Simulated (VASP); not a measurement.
Set up this calculation in VASP 6.6.1, as the native input.

```yaml
Task: single point
Functional: PBE
Potentials_or_basis: VASP PAW PBE potentials, release 64 (S)
Cutoff: 520 eV
k_mesh: 7 × 7 × 7
Occupations: fermi-dirac, width 0.05 eV
Spin: no spin polarisation
Further_INCAR_settings: ALGO = Normal; EDIFF = 1e-07; NBANDS = 27
```

The structure of S lies in POSCAR:

```
S
1.0
    5.4090000000      3.1228876060      1.4266666667
   -5.4090000000      3.1228876060      1.4266666667
    0.0000000000     -6.2457752121      1.4266666667
S
6
Direct
    0.8517000000      0.0827000000      0.7491000000
    0.0827000000      0.7491000000      0.8517000000
    0.7491000000      0.8517000000      0.0827000000
    0.1483000000      0.9173000000      0.2509000000
    0.9173000000      0.2509000000      0.1483000000
    0.2509000000      0.1483000000      0.9173000000
```

This isn't the form of S at room conditions, which is orthorhombic, of S8 rings.

One way to write it, as run:

INCAR

```
  ALGO = Normal
  EDIFF = 1E-7
  ENCUT = 520
  GGA = PE
  ISIF = 2
  ISMEAR = -1
  LASPH = True
  LCHARG = False
  LREAL = False
  LWAVE = False
  NBANDS = 27
  NELM = 100
  PREC = Accurate
  SIGMA = 0.05
```

KPOINTS

```
k-points
0
Gamma
  7 7 7
```

Potentials or basis: VASP PAW PBE potentials, release 64 (S).

Command:

```sh
$ cat potpaw_PBE.64/S/POTCAR > POTCAR
$ mpirun -np 1 vasp_std > vasp.out
```

Results of the run:

The pressure is 2.4 GPa and the largest force is 0.300 eV/Å. The band gap on the k mesh is 2.18 eV, indirect (least direct gap 2.25 eV).

Caveat: an odd mesh through Γ misses points on the zone boundary, where band edges often lie.

Wall time 3.5 min on 1 thread of Intel(R) Xeon(R) Platinum 8488C (Sapphire Rapids) (shared host), peak memory 0.38 GiB.
